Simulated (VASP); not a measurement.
Wanted: the native input for a VASP 6.6.1 run.

```yaml
Task: relaxation of cell and atoms
Functional: PBE
Dispersion: D3(BJ)
Potentials_or_basis: VASP PAW PBE potentials, release 64 (Ga_d, S)
Cutoff: 600 eV
k_mesh: 9 × 9 × 2
Occupations: gaussian, width 0.03 eV
Spin: no spin polarisation
Further_INCAR_settings: ALGO = Normal; EDIFF = 1e-06; IBRION = 2; EDIFFG = -0.01; NSW = 90; ISIF = 3
```

The structure of GaS lies in POSCAR:

```
GaS
1.0
    3.5850000000      0.0000000000      0.0000000000
   -1.7925000000      3.1047010726      0.0000000000
    0.0000000000      0.0000000000     15.5000000000
Ga S
4 4
Direct
    0.3333333333      0.6666666667      0.1700000000
    0.6666666667      0.3333333333      0.6700000000
    0.3333333333      0.6666666667      0.3300000000
    0.6666666667      0.3333333333      0.8300000000
    0.3333333333      0.6666666667      0.6000000000
    0.6666666667      0.3333333333      0.1000000000
    0.3333333333      0.6666666667      0.9000000000
    0.6666666667      0.3333333333      0.4000000000
```

One way to write it, as run:

INCAR

```
SYSTEM = GaS
ALGO     = Normal         ! electronic algorithm
EDIFF    = 1E-6           ! SCF threshold, eV
EDIFFG   = -0.01          ! ionic threshold
ENCUT    = 600            ! plane-wave cutoff, eV
GGA      = PE             ! functional
IBRION   = 2              ! ionic algorithm
ISIF     = 3              ! what is computed and relaxed
ISMEAR   = 0              ! smearing method
IVDW     = 12             ! dispersion correction
KPAR     = 4            
LASPH    = .True.         ! aspherical terms in the spheres
LCHARG   = .False.        ! write CHGCAR
LREAL    = .False.        ! projectors in reciprocal space
LWAVE    = .False.        ! write WAVECAR
NELM     = 80             ! most SCF steps
NSW      = 90             ! ionic steps
PREC     = Accurate       ! precision mode
SIGMA    = 0.03           ! smearing width, eV
```

KPOINTS

```
k-points
0
Gamma
  9 9 2
  0 0 0
```

Potentials or basis: VASP PAW PBE potentials, release 64 (Ga_d, S).

The run is started by

```bash
$ cat potpaw_PBE.64/Ga_d/POTCAR potpaw_PBE.64/S/POTCAR > POTCAR
$ mpirun -np 4 vasp_std > vasp.out
```

It gave:

* Relaxed volume: 21.49 Å³/atom
* Relaxed cell: a = 3.588 Å, b = 3.588 Å, c = 15.423 Å, α = 90.00°, β = 90.00°, γ = 120.00°
* Space group after relaxing (to 0.05 Å): P6_3/mmc (No. 194)
* Energy gained by relaxing: 0.9 meV/atom
* Ionic steps: 5
* Pressure after relaxing: 0.0 GPa
* Largest force after relaxing: 0.007 eV/Å
* Band gap on the k mesh: 1.57 eV, indirect (least direct gap 1.67 eV)
* Dispersion energy per atom: -0.274 eV

Caveat: an odd mesh through Γ misses points on the zone boundary, where band edges often lie.

Wall time 3.5 min on 4 MPI ranks on Intel(R) Xeon(R) 6975P-C (Granite Rapids) (shared host), peak memory 0.46 GiB a rank.
